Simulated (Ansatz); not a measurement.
**Sr in Ansatz: the effect of functional**

Sr:

```xyz
1
Lattice="0.0000 3.0824 3.0824 3.0824 0.0000 3.0824 3.0824 3.0824 0.0000" Properties=species:S:1:pos:R:3 pbc="T T T"
Sr    0.0000    0.0000    0.0000
```

The cell isn't the ideal one: volume scaled by 1.04.

Alike in all runs:

* Program: Ansatz 0.2.0
* Task: single point
* Potentials or basis: Ansatz PAW
* k mesh: 8 × 8 × 8
* Occupations: fermi-dirac, width 0.05 eV
* Spin: no spin polarisation

```tsv
functional	cutoff	pressure (GPa)
LDA	420 eV (not typed: the program's choice for these potentials)	?
r2SCAN	500 eV (not typed: the program's choice for these potentials)	-0.4
PBE	420 eV (not typed: the program's choice for these potentials)	-0.7
```

What does the run with functional LDA give?

Pressure -1.9 GPa.

Caveats: the PAW data sets come from PBE, with cores solved anew for the run's functional, which leaves a small shift of forces and pressure (some runs).
